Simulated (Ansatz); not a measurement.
Ag (Im-3m), zone-centre modes

Theory: Ansatz, DFT r2SCAN, scalar-relativistic, plane waves, PAW. The runs took a 500 eV cutoff, a Γ-centred 22×22×14 mesh and Gaussian smearing (0.15 eV). No spin polarisation.

The undisturbed cell (relaxed at this level; this bcc form isn't the usual structure):

```yaml
crystal:
  lattice:
    - [-1.63427, 1.63427, 1.63427]
    - [1.63427, -1.63427, 1.63427]
    - [3.26854, 3.26854, 0.00000]
  atoms:
    - { symbol: Ag, position: [0.00000, 0.00000, 0.00000] }
    - { symbol: Ag, position: [0.50000, 0.50000, 0.50000] }
```

Harmonic modes by finite displacements of 0.02 Å, without the LO–TO term. The cell doubles the primitive one, so its zone centre also holds the primitive cell's point q = (0, 0, 1/2).

Question: At this geometry, is the structure stable against these modes?

Answer: No: 1 mode is unstable, the strongest at 25i cm⁻¹.

Question: List the wavenumbers in cm⁻¹.

Answer: 25i, 0, 0, 0, 106, 164.

Cost: 1 run of about 6.7 core-minutes, on Oxide Virtual Turin-like Processor (Zen 5) (shared hosts).